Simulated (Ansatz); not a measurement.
## AlGaN₂: how the free axis answers a strain

AlGaN₂, P-4m2, a = 3.115 Å, c = 4.384 Å. The structure is a Materials Project entry; whether it is the stable form wasn't checked. Ansatz: LDA, PAW, 420 eV, Γ-centred 8×8×6 mesh on 4 atoms, Gaussian smearing 0.02 eV; no spin polarisation. Series: biaxial strain in the a-b plane, c and atoms relaxed; x is the strain in per cent. y is the change of c in per cent of 4.384 Å.

| x (%) | y (%) |
| --- | --- |
| -6.0 | ? |
| -4.0 | 4.18 |
| -2.0 | 2.16 |
| 0.0 | 0.00 |
| 2.0 | -2.33 |
| 4.0 | -4.82 |
| 6.0 | -7.49 |

Problem. Fit y = c1 x + c2 x² to the other rows, say what c1 measures, and predict the missing y.

Solution. Least squares on the rows shown. y = −1.125 x − 0.02039 x². With no stress along c, c1 = −2C13/C33 = -1.125. At x = -6.0 the fit asked for gives 6.02 %. The run gave 6.09 %, so the fit is 0.07 % too low, 0.52 % of the span of the series, against an rms of 0.006 % on the fitted rows. The row lies outside the fitted range. With a term in x³ added, a fit to the same known rows predicts 6.05 %, which recovers part of the miss; the known rows don't hold the rest.